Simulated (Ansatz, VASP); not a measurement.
# Ca: VASP beside Ansatz

```xyz
1
Lattice="0.0000 2.5841 2.5841 2.5841 0.0000 2.5841 2.5841 2.5841 0.0000" Properties=species:S:1:pos:R:3 pbc="T T T"
Ca    0.0000    0.0000    0.0000
```

Change from the starting cell: volume scaled by 0.85, LAPW.

Alike in both runs: task single point; functional PBEsol; k mesh 13 × 13 × 13; occupations fermi-dirac, width 0.05 eV; no spin polarisation.

|  | VASP | Ansatz |
| --- | --- | --- |
| version | VASP 6.6.1 | Ansatz 0.2.0 |
| potentials or method | VASP PAW PBE potentials, release 64 (Ca_sv), cutoff 520 eV | all-electron LAPW, scalar-relativistic |

```tsv
	VASP	Ansatz	Ansatz less VASP
pressure (GPa)	3.7	3.7	0.00
```

Ansatz ran all-electron here, so the differences hold the error of VASP's frozen core and of both bases.

Caveats: the PAW data sets were made with another functional, which shifts forces and pressure a little (VASP).
